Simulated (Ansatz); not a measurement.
# TlBr: how the settings move a single-point run

Aim: see which settings change the result for TlBr, by how much, and at what cost.

Program: Ansatz 0.2.0. Level of theory: reference: DFT, r2SCAN, plane waves, PAW. These are calculated values, not measurements.

5 further runs of the same task are left out: 5 that didn't finish.

**1. The starting structure**

It takes space group Pm-3m (No. 221, cubic). Conventional cell: a = 3.946 Å, b = 3.946 Å, c = 3.946 Å, α = 90.00°, β = 90.00°, γ = 90.00°. Tl (site symmetry m-3m) has 8 Br at 3.42 Å as nearest neighbours. Around Br (site symmetry m-3m) lie 8 Tl at 3.42 Å.

Coordinates:

```xyz
2
Lattice="3.9462 0.0000 0.0000 0.0000 3.9462 0.0000 0.0000 0.0000 3.9462" Properties=species:S:1:pos:R:3 pbc="T T T"
Tl    0.0000    0.0000    0.0000
Br    1.9731    1.9731    1.9731
```

**2. The reference run**

input.yaml reads:

```yaml
crystal:
  lattice:
    - [3.9461933146, 0.0, 0.0]
    - [0.0, 3.9461933146, 0.0]
    - [0.0, 0.0, 3.9461933146]
  atoms:
    - { symbol: Tl, position: [0.0, 0.0, 0.0] }
    - { symbol: Br, position: [0.5, 0.5, 0.5] }
kpoints:
  mp_grid: { grid: [4, 4, 4] }
hamiltonian:
  xc: r2scan
scf:
  occupations: { method: fixed }
  n_extra_bands: 4
output:
  forces: true
  stress: true
  eigenvalues: true
```

Run with:

```console
> ansatz run input.yaml --threads 4 --pin off --max-ram 3686MiB --backend cpu --events-out ev --progress --plain --runs-dir out
```

**3. Changed: exchange pbe, correlation pbe, coeff 0.2, omega 0.5**

Changes to input.yaml since step 2:

```diff
@@ -11,3 +11,3 @@
 hamiltonian:
-  xc: r2scan
+  xc: { exchange: pbe, correlation: pbe, exx: { coeff: 0.2, omega: 0.5 } }
 scf:
```

**4. Changed: exchange pbe, correlation pbe, coeff 1.0, omega 0.5**

Changes to input.yaml since step 2:

```diff
@@ -11,3 +11,3 @@
 hamiltonian:
-  xc: r2scan
+  xc: { exchange: pbe, correlation: pbe, exx: { coeff: 1.0, omega: 0.5 } }
 scf:
```

**5. Changing settings: exchange pbe, correlation pbe, coeff 1.0**

Changes to input.yaml since step 2:

```diff
@@ -11,3 +11,3 @@
 hamiltonian:
-  xc: r2scan
+  xc: { exchange: pbe, correlation: pbe, exx: { coeff: 1.0 } }
 scf:
```

Q: Predict the outcome of this session. Wanted: for each run, ending; energy change; pressure; gap; force.

As calculated:

```tsv
run	ending	energy change	pressure (GPa)	gap (eV)	force (eV/Å)	cycles	time
reference	converged	-	1.1	2.22	0.00	6	0.64 s
1: exchange pbe, correlation pbe, coeff 0.2, omega 0.5	converged	not comparable	1.9	2.02	0.00	10	6 s
2: exchange pbe, correlation pbe, coeff 1.0, omega 0.5	converged	not comparable	1.0	3.00	0.00	20	7 s
3: exchange pbe, correlation pbe, coeff 1.0	converged	not comparable	0.4	7.38	0.00	20	7.5 s
```

Residual by cycle in the longest SCF loop of each run; runs are numbered as in the table. The quantity is the density residual dr2, in eV.

```tsv
cycle	reference	run 1	run 2	run 3
1	0.0226	0.0085	6.1e-5	0.0902
2	0.0031	5.8e-4	1.5e-5	0.0824
3	1.5e-4	1.2e-4	9.7e-7	0.0271
4	4.7e-6	3.5e-6	1.9e-7	0.00437
5	1.2e-7	1.7e-7	4.5e-8	2.0e-4
6	2.2e-9	-	2.6e-8	-
7	-	-	5.6e-9	-
```

**Reading.** The gap of the reference lacks spin-orbit coupling, though the cell holds Tl.
